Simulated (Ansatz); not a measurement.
Co:

```
CELL_PARAMETERS angstrom
2.47056 0.00000 0.00000
-1.23528 2.13957 0.00000
0.00000 0.00000 8.08823
ATOMIC_POSITIONS crystal
Co 0.66667 0.33333 0.75000
Co 0.00000 0.00000 0.50000
Co 0.33333 0.66667 0.25000
Co 0.00000 0.00000 0.00000
```

Base run:

- Program: Ansatz 0.2.0
- Functional: PBE
- Potentials or basis: Ansatz PAW
- Cutoff: 420 eV (not typed: the program's choice for these potentials)
- k mesh: 10 × 10 × 3
- Occupations: fermi-dirac, width 0.05 eV
- Spin: collinear spin, ferromagnetic start
- Starting moments: [2.5, 2.5, 2.5, 2.5] μB
- Fixed moment: 10 μB

Its results: pressure 27.5 GPa; site moments Co +2.42, +2.41 μB.

Question: After a change of settings the same cell gave: pressure 12.2 GPa; site moments Co +2.03, +2.01 μB. Which change was it?
A. fixed moment from 10 μB to 4 μB; moments at the start from [2.5, 2.5, 2.5, 2.5] to [1.0, 1.0, 1.0, 1.0]
B. fixed moment from 10 μB to 16 μB; moments at the start from [2.5, 2.5, 2.5, 2.5] to [4.0, 4.0, 4.0, 4.0]
C. fixed moment from 10 μB to 2 μB; moments at the start from [2.5, 2.5, 2.5, 2.5] to [0.5, 0.5, 0.5, 0.5]
D. fixed moment from 10 μB to 8 μB; moments at the start from [2.5, 2.5, 2.5, 2.5] to [2.0, 2.0, 2.0, 2.0]

Answer: D.

Caveats: the total moment is fixed, so each spin has its own Fermi level; the thresholds are loose for stress.
